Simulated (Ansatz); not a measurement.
# Levels of theory for GaN (zincblende)

All numbers come from Ansatz 0.2.0. (Simulation; no magnetic order is allowed.)

Zincblende GaN, relaxed with r2SCAN. It is cubic, F-43m (No. 216); conventional cell a = 4.498 Å, 11.37 Å³ an atom. Ga is surrounded by 4 N at 1.95 Å; N is surrounded by 4 Ga at 1.95 Å.

```yaml
crystal:
  lattice:
    - [0.00000, 2.24895, 2.24895]
    - [2.24895, 0.00000, 2.24895]
    - [2.24895, 2.24895, 0.00000]
  atoms:
    - { symbol: Ga, position: [0.00000, 0.00000, 0.00000] }
    - { symbol: N, position: [0.25000, 0.25000, 0.25000] }
```

Relaxed lattice by functional, symmetry kept:
```json
{"functional": "PBE", "k mesh": "10×10×10", "a (Å)": "4.548", "volume (Å³/atom)": "11.76"}
{"functional": "r2SCAN", "k mesh": "8×8×8", "a (Å)": "4.498", "volume (Å³/atom)": "11.37"}
```

On this one geometry the levels give:
```tsv
level	k mesh	gap (eV)	kind	edges	least direct gap (eV)	rough cost
PBE	10×10×10	1.76	direct	Γ	1.76	3 core-seconds
PBE+SOC	10×10×10	1.75	direct	Γ	1.75	11 core-seconds
r2SCAN	10×10×10	2.17	direct	Γ	2.17	5 core-seconds
HSE06	6×6×6	3.01	direct	Γ	3.01	50 core-seconds
PBE0	6×6×6	3.70	direct	Γ	3.70	50 core-seconds
G0W0@PBE (67 empty bands, 120 eV, 6×6×6)	6×6×6	2.84	–	Γ (mesh)	–	30 core-seconds
```
PBE: smearing of 0.02 eV; the others have fixed occupations.
Wave cutoffs: 420 eV, 500 eV (r2SCAN).
The G0W0 gap is PBE's gap over the path plus the quasiparticle shift read on the mesh. No extrapolation in bands, cutoff or mesh was made for G0W0.
Costs come from shared machines and give only the order; PBE's includes the band path. The runs had 2 threads of Arm Neoverse V1, with other jobs on the host.

HSE06 gives a direct gap of 3.01 eV at Γ. Spin-orbit coupling changes the PBE gap by -0.004 eV, to 1.75 eV; at Γ the threefold valence level splits into a fourfold and a twofold level 0.012 eV apart, the fourfold one on top.

r2SCAN covers 33 % of the step from PBE to HSE06. Spin-orbit coupling moves the least or the direct gap by up to 0.01 eV, so it can be left out where a tenth of an eV counts. Among these functionals the gap stays direct.

r2SCAN (ground state on 8×8×8): The clamped-ion dielectric constant comes out as 5.50 in all directions. Born charges, averaged over directions: Ga +2.67, N -2.67 e.

Only the levels marked +SOC include spin-orbit coupling.

The meshes of the hybrids are coarse, so their gaps aren't converged to the digits shown.

With a shallow d shell on the cation, G0W0 converges slowly in bands and cutoff, so these values are in doubt.
